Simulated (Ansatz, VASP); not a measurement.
Two plane-wave programs on Fe

The input INCAR:

```
SYSTEM = Fe
PREC = Accurate
ENCUT = 520
EDIFF = 1E-6
ISMEAR = 0
SIGMA = 0.05
LREAL = .FALSE.
LASPH = .TRUE.
NELM = 150
ALGO = Normal
ISIF = 2
LWAVE = .FALSE.
LCHARG = .FALSE.
ISPIN = 2
MAGMOM = 2.55
LORBIT = 11
LMAXMIX = 4
GGA = PE
NBANDS = 14
```

Contents of KPOINTS:

```
Automatic mesh
0
G
  22 22 22
  0 0 0
```

Contents of POSCAR:

```
Fe
1.0
   -1.4115332172      1.4115332172      1.4115332172
    1.4115332172     -1.4115332172      1.4115332172
    1.4115332172      1.4115332172     -1.4115332172
Fe
1
Direct
    0.0000000000      0.0000000000      0.0000000000
```

Input for Ansatz:

```yaml
crystal:
  lattice:
    - [-1.4115332172, 1.4115332172, 1.4115332172]
    - [1.4115332172, -1.4115332172, 1.4115332172]
    - [1.4115332172, 1.4115332172, -1.4115332172]
  atoms:
    - { symbol: Fe, position: [0.0, 0.0, 0.0], spin: 2.55 }
basis:
  ecutwfc: 420
  ecutrho_ratio: 4
kpoints:
  mp_grid: { grid: [22, 22, 22] }
hamiltonian:
  xc: pbe
scf:
  occupations: { method: gaussian, width: 0.05 }
output:
  forces: true
  stress: true
  eigenvalues: true
  populations: true
magnetization:
  spin_polarized: true
```

Alike in both runs: task single point; functional PBE; k mesh 22 × 22 × 22; occupations gaussian, width 0.05 eV; collinear spin.

|  | VASP | Ansatz |
| --- | --- | --- |
| version | VASP 6.6.1 | Ansatz 0.2.0 |
| potentials or method | VASP PAW PBE potentials, release 64 (Fe) | scalar-relativistic, plane waves, PAW |
| plane-wave cutoff (eV) | 520 | 420 |
| valence electrons in the cell | 8 | 16 |

|  | VASP | Ansatz | Ansatz less VASP |
| --- | --- | --- | --- |
| gap on the k mesh at the Fermi level (eV) | none | none | - |
| pressure (GPa) | 1.3 | 1.7 | +0.35 |
| net moment per atom (μB) | 2.17 | 2.15 | -0.016 |
| size of the moment on the site where the two differ most (μB) | 2.16 | 2.19 | +0.033 |

Site moments also hang on the region over which each program counts them. A gap of «none» marks a metal or a gap that the smearing closes. The two sets of potentials don't hold the same shells in valence.
